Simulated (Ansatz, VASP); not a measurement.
## Cross-check of BAs between VASP and Ansatz

Aim: how closely do two programs agree when they are given the same cell, functional and k mesh?

Program: Ansatz 0.2.0. Level of theory: plane waves, with VASP 6.6.1 beside it; G0W0 gap at PBE. Results are calculated unless marked as measured.

## 1. Starting point

The structure is cubic, space group F-43m (No. 216). The conventional cell has a = 4.729 Å, b = 4.729 Å, c = 4.729 Å, α = 90.00°, β = 90.00°, γ = 90.00°. Nearest to As lie 4 B at 2.05 Å. Nearest to B lie 4 As at 2.05 Å. Farther neighbours are not listed.

Structure file:

```cif
data_structure
_symmetry_space_group_name_H-M 'F-43m'
_symmetry_Int_Tables_number 216
_cell_length_a 4.7287
_cell_length_b 4.7287
_cell_length_c 4.7287
_cell_angle_alpha 90.000
_cell_angle_beta 90.000
_cell_angle_gamma 90.000
_cell_volume 105.74
loop_
_atom_site_label
_atom_site_type_symbol
_atom_site_symmetry_multiplicity
_atom_site_Wyckoff_symbol
_atom_site_fract_x
_atom_site_fract_y
_atom_site_fract_z
_atom_site_occupancy
As1 As 4 c 0.25000 0.25000 0.25000 1
B1 B 4 a 0.00000 0.00000 0.00000 1
```

## 2. VASP: G0W0 gap, PBE

Quasiparticle shifts depend on high empty states and on the cores, so they are the hardest test of two PAW sets.

Lines of VASP's logs that name or quote its potential files are left out, and so is its time.

The run reads the wave functions of an earlier VASP run, which isn't shown here.

Input file INCAR:

```
SYSTEM = BAs
PREC = Accurate
ENCUT = 340
ISMEAR = 0
SIGMA = 0.01
LREAL = .FALSE.
GGA = PE
NBANDS = 120
ALGO = EVGW0
NELMGW = 1
ENCUTGW = 150
NOMEGA = 48
PRECFOCK = Fast
NBANDSGW = 16
LWAVE = .FALSE.
LCHARG = .FALSE.
```

Input file POSCAR:

```
BAs
1.0
    0.0000000000      2.3643720878      2.3643720878
    2.3643720878      0.0000000000      2.3643720878
    2.3643720878      2.3643720878      0.0000000000
As B
1 1
Direct
    0.7500000000      0.7500000000      0.7500000000
    0.0000000000      0.0000000000      0.0000000000
```

Input file KPOINTS:

```
Automatic mesh
0
Gamma
6 6 6
0 0 0
```

Potentials, in the order of the species: As_GW and B_GW (PBE family, release 64).

The run is started by

```bash
mpirun -np 8 vasp_std
```

Numbers of over 12 decimals in the logs are rounded to 6 here.

The log of the run:

```text
[banner, memory and clock lines left out]
running    8 mpi-ranks, on    1 nodes
 distrk:  each k-point on    8 cores,    1 groups
 distr:  one band on    1 cores,    8 groups

 POSCAR found type information on POSCAR AsB
 POSCAR found :  2 types and       2 ions
|                                                                             |
|           W    W    AA    RRRRR   N    N  II  N    N   GGGG   !!!           |
|           W    W   A  A   R    R  NN   N  II  NN   N  G    G  !!!           |
|           W    W  A    A  R    R  N N  N  II  N N  N  G       !!!           |
|           W WW W  AAAAAA  RRRRR   N  N N  II  N  N N  G  GGG   !            |
|           WW  WW  A    A  R   R   N   NN  II  N   NN  G    G                |
|           W    W  A    A  R    R  N    N  II  N    N   GGGG   !!!           |
|                                                                             |
|     For optimal performance we recommend to set                             |
|       NCORE = 2 up to number-of-cores-per-socket                            |
|     NCORE specifies how many cores store one orbital (NPAR=cpu/NCORE).      |
|     This setting can greatly improve the performance of VASP for DFT.       |
|     The default, NCORE=1 might be grossly inefficient on modern             |
|     multi-core architectures or massively parallel machines. Do your        |
|     Unfortunately you need to use the default for GW and RPA                |
|     calculations (for HF NCORE is supported but not extensively tested      |
|     yet).                                                                   |
|                                                                             |

|                                                                             |
|           W    W    AA    RRRRR   N    N  II  N    N   GGGG   !!!           |
|           W    W   A  A   R    R  NN   N  II  NN   N  G    G  !!!           |
|           W    W  A    A  R    R  N N  N  II  N N  N  G       !!!           |
|           W WW W  AAAAAA  RRRRR   N  N N  II  N  N N  G  GGG   !            |
|           WW  WW  A    A  R   R   N   NN  II  N   NN  G    G                |
|           W    W  A    A  R    R  N    N  II  N    N   GGGG   !!!           |
|                                                                             |
|     The default for ENCUTGWSOFT is different in this version of VASP.       |
|     please manually set ENCUTGWSOFT =150 in the INCAR file.                 |
|                                                                             |

 LDA part: xc-table for (Slater+PW92), standard interpolation
 found WAVECAR, reading the header
 POSCAR, INCAR and KPOINTS ok, starting setup
 FFT: planning ... GRIDC
 FFT: planning ... GRID_SOFT
 FFT: planning ... GRID
 reading WAVECAR
 the WAVECAR file was read successfully
 initial charge from wavefunction
 available memory per node:     32.40 GB, setting MAXMEM to     33177

 The Fermi energy was updated, please check that it is located mid-gap
 values below the HOMO (VB) or above the LUMO (CB) will cause erroneous energies
 E-fermi :   7.1365

 calculate exact exchange contribution
 the WAVEDER file was read successfully
energies w=
    0.000    0.000    0.539    0.000    1.076    0.000    1.609    0.000
    2.136    0.000    2.655    0.000    3.165    0.000    3.666    0.000
    4.157    0.000    4.640    0.000    5.114    0.000    5.580    0.000
    6.039    0.000    6.493    0.000    6.944    0.000    7.391    0.000
    7.839    0.000    8.288    0.000    8.740    0.000    9.197    0.000
    9.663    0.000   10.139    0.000   10.628    0.000   11.134    0.000
   11.661    0.000   12.212    0.000   12.793    0.000   13.409    0.000
   14.068    0.000   14.777    0.000   15.546    0.000   16.389    0.000
   17.320    0.000   18.360    0.000   19.533    0.000   20.873    0.000
   22.423    0.000   24.245    0.000   26.421    0.000   29.074    0.000
   32.385    0.000   36.635    0.000   42.292    0.000   50.187    0.000
   61.951    0.000   81.294    0.000  118.862    0.000  222.653    0.000
 responsefunction array rank=     120
 LDA part: xc-table for (Slater+PW92), standard interpolation

 min. memory requirement per mpi rank    108.9 MB, per node    870.9 MB

 allocating   6 responsefunctions rank=   120
 shmem allocating  48 responsefunctions rank=   120
 response function shared by NCSHMEM nodes    1
 Doing            6  frequencies on each core in blocks of           48
NQ=   1    0.0000    0.0000    0.0000,
|.........|.........|.........|.........|.........|.........|.........|.........
 performed        261000 updates of chi_q(r,r)
 total number of BLAS operations         26.75 Gflops
NQ=   2    0.1667    0.0000    0.0000,
|.........|.........|.........|.........|.........|.........|.........|.........
 performed        784000 updates of chi_q(r,r)
 total number of BLAS operations         83.05 Gflops
NQ=   3    0.3333    0.0000    0.0000,
|.........|.........|.........|.........|.........|.........|.........|.........
 performed       1307000 updates of chi_q(r,r)
 total number of BLAS operations        134.61 Gflops
NQ=   4    0.5000    0.0000    0.0000,
|.........|.........|.........|.........|.........|.........|.........|.........
 performed       1737000 updates of chi_q(r,r)
 total number of BLAS operations        174.81 Gflops
NQ=   5    0.1667    0.1667    0.0000,
|.........|.........|.........|.........|.........|.........|.........|.........
 performed       2260000 updates of chi_q(r,r)
 total number of BLAS operations        228.23 Gflops
NQ=   6    0.3333    0.1667    0.0000,
|.........|.........|.........|.........|.........|.........|.........|.........
 performed       3113000 updates of chi_q(r,r)
 total number of BLAS operations        309.33 Gflops
NQ=   7    0.5000    0.1667    0.0000,
|.........|.........|.........|.........|.........|.........|.........|.........
 performed       3966000 updates of chi_q(r,r)
 total number of BLAS operations        390.43 Gflops
NQ=   8   -0.3333    0.1667    0.0000,
|.........|.........|.........|.........|.........|.........|.........|.........
 performed       4819000 updates of chi_q(r,r)
 total number of BLAS operations        470.05 Gflops
NQ=   9   -0.1667    0.1667    0.0000,
|.........|.........|.........|.........|.........|.........|.........|.........
 performed       5549000 updates of chi_q(r,r)
 total number of BLAS operations        542.04 Gflops
NQ=  10    0.3333    0.3333    0.0000,
|.........|.........|.........|.........|.........|.........|.........|.........
 performed       6072000 updates of chi_q(r,r)
 total number of BLAS operations        595.47 Gflops
NQ=  11    0.5000    0.3333    0.0000,
|.........|.........|.........|.........|.........|.........|.........|.........
 performed       6925000 updates of chi_q(r,r)
 total number of BLAS operations        675.09 Gflops
NQ=  12   -0.3333    0.3333    0.0000,
|.........|.........|.........|.........|.........|.........|.........|.........
 performed       7655000 updates of chi_q(r,r)
 total number of BLAS operations        743.24 Gflops
NQ=  13    0.5000    0.5000    0.0000,
|.........|.........|.........|.........|.........|.........|.........|.........
 performed       8032000 updates of chi_q(r,r)
 total number of BLAS operations        783.83 Gflops
NQ=  14    0.5000    0.3333    0.1667,
|.........|.........|.........|.........|.........|.........|.........|.........
 performed       9000000 updates of chi_q(r,r)
 total number of BLAS operations        877.58 Gflops
NQ=  15   -0.3333    0.3333    0.1667,
|.........|.........|.........|.........|.........|.........|.........|.........
 performed       9907000 updates of chi_q(r,r)
 total number of BLAS operations        962.21 Gflops
NQ=  16   -0.3333    0.5000    0.1667,
|.........|.........|.........|.........|.........|.........|.........|.........
 performed      10641000 updates of chi_q(r,r)
 total number of BLAS operations       1025.74 Gflops
 resolving degeneracies of screened two electron integrals

 calculate QP shifts <psi_nk| G(iteration)W_0 |psi_nk>: iteration 1
 entering main loop
```

From OUTCAR (step 2):

```text
ion  position               nearest neighbor table
   1  0.750  0.750  0.750-   2 2.05   2 2.05   2 2.05   2 2.05
   2  0.000  0.000  0.000-   1 2.05   1 2.05   1 2.05   1 2.05

  LATTYP: Found a face centered cubic cell.
 ALAT       =     4.7287441756

 Subroutine GETGRP returns: Found 24 space group operations
 (whereof 24 operations were pure point group operations)

The static configuration has the point symmetry T_d .

 Found     16 irreducible k-points:

   k-points           NKPTS =     16   k-points in BZ     NKDIM =    216   number of bands    NBANDS=    120

   dimension x,y,z NGX =    20 NGY =   20 NGZ =   20
   dimension x,y,z NGXF=    40 NGYF=   40 NGZF=   40

   ENCUT  =  340.0 eV  24.99 Ry    5.00 a.u.   5.03  5.03  5.03*2*pi/ulx,y,z

   NELECT =       8.0000    total number of electrons

  energy-cutoff  :      340.00
  volume of cell :       26.43
      direct lattice vectors                 reciprocal lattice vectors
     0.000000000  2.364372088  2.364372088    -0.211472637  0.211472637  0.211472637
     2.364372088  0.000000000  2.364372088     0.211472637 -0.211472637  0.211472637
     2.364372088  2.364372088  0.000000000     0.211472637  0.211472637 -0.211472637

 k-points in reciprocal lattice and weights: Automatic mesh
   0.00000000  0.00000000  0.00000000       0.005
   0.16666667  0.00000000  0.00000000       0.037
   0.33333333  0.00000000  0.00000000       0.037
   0.50000000  0.00000000  0.00000000       0.019
   0.16666667  0.16666667  0.00000000       0.028
   0.33333333  0.16666667  0.00000000       0.111
   0.50000000  0.16666667  0.00000000       0.111
  -0.33333333  0.16666667  0.00000000       0.111
  -0.16666667  0.16666667  0.00000000       0.056
[...]
-0.33333333  0.33333333  0.16666667       0.111
  -0.33333333  0.50000000  0.16666667       0.056

 E-fermi :   7.1365

 QP shifts <psi_nk| G(iteration)W_0 |psi_nk>: iteration 1
 for sc-GW calculations column KS-energies equals QP-energies in previous step
 and V_xc(KS)=  KS-energies - (<T + V_ion + V_H > + <T+V_H+V_ion>^1  + <V_x>^1)
 k-point   1 :       0.0000    0.0000    0.0000
  band No.  KS-energies  QP-energies   sigma(KS)   V_xc(KS)     V^pw_x(r,r')   Z            occupation Imag(sigma)
      1      -9.1768      -9.9734     -12.8537     -11.7175     -19.7390       0.7011       2.0000       1.2624
      2       6.5182       5.9780     -13.3569     -12.6726     -14.0909       0.7894       2.0000       0.0740
      3       6.5182       5.9780     -13.3569     -12.6726     -14.0909       0.7894       2.0000       0.0740
      4       6.5182       5.9780     -13.3569     -12.6726     -14.0909       0.7894       2.0000       0.0740
      5       9.8216      10.1194     -11.0890     -11.4676      -6.8295       0.7867       0.0000      -0.0595
      6       9.8216      10.1194     -11.0890     -11.4676      -6.8295       0.7867       0.0000      -0.0595
      7       9.8216      10.1194     -11.0890     -11.4676      -6.8295       0.7867       0.0000      -0.0595
      8      11.5609      12.1173     -11.9295     -12.6626      -6.5690       0.7591       0.0000      -0.0996
    ...

 k-point   2 :       0.1667    0.0000    0.0000
  band No.  KS-energies  QP-energies   sigma(KS)   V_xc(KS)     V^pw_x(r,r')   Z            occupation Imag(sigma)
      1      -8.7106      -9.5007     -12.8738     -11.7565     -19.5941       0.7071       2.0000       1.2060
      2       3.5026       2.8638     -12.9465     -12.1192     -14.6699       0.7721       2.0000       0.0976
      3       5.8113       5.2606     -13.1883     -12.4878     -14.1200       0.7861       2.0000       0.0758
      4       5.8113       5.2606     -13.1883     -12.4878     -14.1200       0.7861       2.0000       0.0758
      5       9.9401      10.2622     -11.2777     -11.6893      -6.7855       0.7824       0.0000      -0.0666
      6      10.7345      11.0480     -11.2243     -11.6261      -6.6661       0.7801       0.0000      -0.0696
      7      10.7345      11.0480     -11.2243     -11.6261      -6.6661       0.7801       0.0000      -0.0696
      8      13.4213      13.8503     -11.7159     -12.2872      -5.9355       0.7511       0.0000      -0.1458
    ...

 k-point   3 :       0.3333    0.0000    0.0000
  band No.  KS-energies  QP-energies   sigma(KS)   V_xc(KS)     V^pw_x(r,r')   Z            occupation Imag(sigma)
      1      -7.4014      -8.1531     -12.9514     -11.9070     -19.2090       0.7198       2.0000       1.0340
      2      -0.3789      -1.1201     -12.7018     -11.6952     -16.1287       0.7364       2.0000       0.2381
      3       4.9542       4.3603     -13.1745     -12.4147     -14.4776       0.7817       2.0000       0.0837
      4       4.9542       4.3603     -13.1745     -12.4147     -14.4776       0.7817       2.0000       0.0837
      5       9.5333       9.8252     -11.3159     -11.6883      -6.8245       0.7837       0.0000      -0.0677
      6      11.3896      11.6713     -10.8823     -11.2437      -6.0346       0.7793       0.0000      -0.0864
      7      11.3896      11.6713     -10.8823     -11.2437      -6.0346       0.7793       0.0000      -0.0864
      8      15.3206      15.5713     -10.4439     -10.7785      -4.0831       0.7492       0.0000      -0.2460
    ...

 k-point   4 :       0.5000    0.0000    0.0000
  band No.  KS-energies  QP-energies   sigma(KS)   V_xc(KS)     V^pw_x(r,r')   Z            occupation Imag(sigma)
      1      -6.1903      -6.8898     -13.1547     -12.1922     -18.9503       0.7267       2.0000       0.8622
      2      -2.5058      -3.2823     -12.4058     -11.3325     -16.7842       0.7234       2.0000       0.4191
      3       4.6408       4.0293     -13.1957     -12.4118     -14.6430       0.7802       2.0000       0.0871
      4       4.6408       4.0293     -13.1957     -12.4118     -14.6430       0.7802       2.0000       0.0871
      5       9.3695       9.6496     -11.3421     -11.6994      -6.8669       0.7841       0.0000      -0.0676
      6      11.3217      11.5629     -10.6414     -10.9495      -5.8056       0.7825       0.0000      -0.0878
      7      11.3217      11.5629     -10.6414     -10.9495      -5.8056       0.7825       0.0000      -0.0878
      8      15.4333      15.5386      -9.5459      -9.6847      -3.3174       0.7582       0.0000      -0.2456
    ...

[... 4 further parts left out ...]
```

(Continued in part 2 of 2.)

[Lines on the potential files, build, host, timing and source positions are cut from VASP's logs without a mark.]

[Logs are printed without paths, hosts, clocks, repeated set-up lines and the standing remarks that a program may print on its own settings, such as how far it seeks lower states.]

[Hosts, paths, dates, database ids (printed as entryN), source tags and the programs' standing remarks are cut or masked in the printed files.]
